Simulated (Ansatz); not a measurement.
## Zr on a Si site in SiO2, calculated

Level of theory: PBEsol, no spin polarisation, scalar-relativistic; Ansatz, plane waves to 420 eV (PAW set soft_2), k-mesh 2×2×2 shifted by half a step.

The relaxed host crystal (Kohn–Sham gap 5.82 eV):

```xyz
6
Lattice="-2.4909 2.4909 3.6677 2.4909 -2.4909 3.6677 2.4909 2.4909 -3.6677" Properties=species:S:1:pos:R:3 pbc="T T T"
Si    0.0000    0.0000    0.0000
Si    0.0000    2.4909    1.8339
O     0.4804    1.2454    0.9169
O     1.2454    2.9713    2.7508
O    -1.2454    2.0105    2.7508
O    -0.4804    3.7363    0.9169
```

Supercell of 24 atoms, rows of the matrix [[1,1,2],[-1,1,0],[-1,-1,0]] times the cell vectors; Zr on a Si site at (0.000, 0.000, 0.000) in fractions of the cell above. Atoms are relaxed at the host's cell. The cell loses 1 of its 8 Si, so this is a heavily doped crystal.

Question: How does the lattice relax around the defect, and where do the electrons go?

Answer: Distances from the Zr atom (Å), by shell of the perfect crystal:

| shell | perfect crystal | relaxed, charge 0 |
| --- | --- | --- |
| 4 O | 1.62 | 1.94 |
| 4 Si | 3.09 | 3.21 |

```json
{"charge": "0", "gap of the cell on the mesh (eV)": "6.17", "carriers": "none in the bands"}
```

On this mesh the host's own supercell has a gap of 6.78 eV.

Formation energy of the neutral defect: -0.32 eV, taking atoms from and to the elements' standard states (no corrections for gases), so it belongs to those chemical potentials alone.

A negative value doesn't mean that the atoms enter by themselves: with the elements as reservoirs, compounds of them would form first.

Relaxed cell at charge 0:

```
SiO2 Zr_Si charge 0
1.0
     4.9817    4.9817    0.0000
     4.9817   -4.9817    0.0000
     0.0000    0.0000   -7.3354
Zr Si O
1 7 16
Direct
  0.5000 0.0000 0.5000
  0.5000 0.5000 0.0266
  0.0000 0.5000 0.5000
  0.0000 0.0000 0.9734
  0.2299 0.2420 0.2358
  0.2580 0.7299 0.7642
  0.7701 0.7580 0.2358
  0.7420 0.2701 0.7642
  0.1607 0.4097 0.3702
  0.1811 0.9272 0.8550
  0.7209 0.9474 0.3504
  0.6854 0.4324 0.9114
  0.4272 0.3189 0.1450
  0.4474 0.7791 0.6496
  0.9324 0.8146 0.0886
  0.9097 0.3393 0.6298
  0.0676 0.1854 0.0886
  0.0903 0.6607 0.6298
  0.5728 0.6811 0.1450
  0.5526 0.2209 0.6496
  0.2791 0.0526 0.3504
  0.3146 0.5676 0.9114
  0.8393 0.5903 0.3702
  0.8189 0.0728 0.8550
```

Caveats: semilocal functionals make gaps too small, which shifts levels too; small supercell, so energies and levels can be off by tenths of an eV; the atoms kept the symmetry of the start, so a distorted state could lie lower.
